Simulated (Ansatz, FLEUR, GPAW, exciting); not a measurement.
**Sb: programs and potentials compared**

```
Sb
1.0
    -1.91168    1.89860    1.91097
     1.86645   -1.92422    1.89137
     1.82583    1.83838   -1.93660
Sb
1
Direct
  0.00668 0.00212 0.01774
```

This isn't the form of Sb at room conditions, which is rhombohedral.

The given cell was strained at random by a few per cent at fixed volume.

Alike in all runs: task single point; functional PBEsol; k mesh 10 × 10 × 10; occupations fermi-dirac, width 0.05 eV; no spin polarisation; no spin-orbit coupling. Pressure is positive in compression and, in plane waves, holds the error of the finite cutoff, which Ansatz's Pulay term estimates and takes out.

```csv
program and potentials,plane-wave cutoff (eV),notes,band gap (eV),pressure (GPa),energy over the undisturbed cell (meV/atom)
"Ansatz, Ansatz PAW",420,"potentials made for PBE, which Ansatz adapts in part; Pulay term of +0.04 GPa included",no gap,-0.18,2.31
"GPAW, PAW data sets generated for this functional",600,-,no gap,-0.54,2.17
"FLEUR, all-electron, FLAPW",-,-,?,-,?
"Ansatz, all-electron LAPW, scalar-relativistic",-,-,no gap,-0.16,-
"exciting, all-electron LAPW+lo, shipped species files, valence relativity iora*",-,-,no gap,-,2.34
```

Estimate from the other rows what the run with FLEUR, all-electron, FLAPW gave.

No band gap; energy over the undisturbed cell 2.29 meV/atom. The other rows, which needn't bracket it: pressure -0.54 to -0.16; energy over the undisturbed cell 2.17 to 2.34.
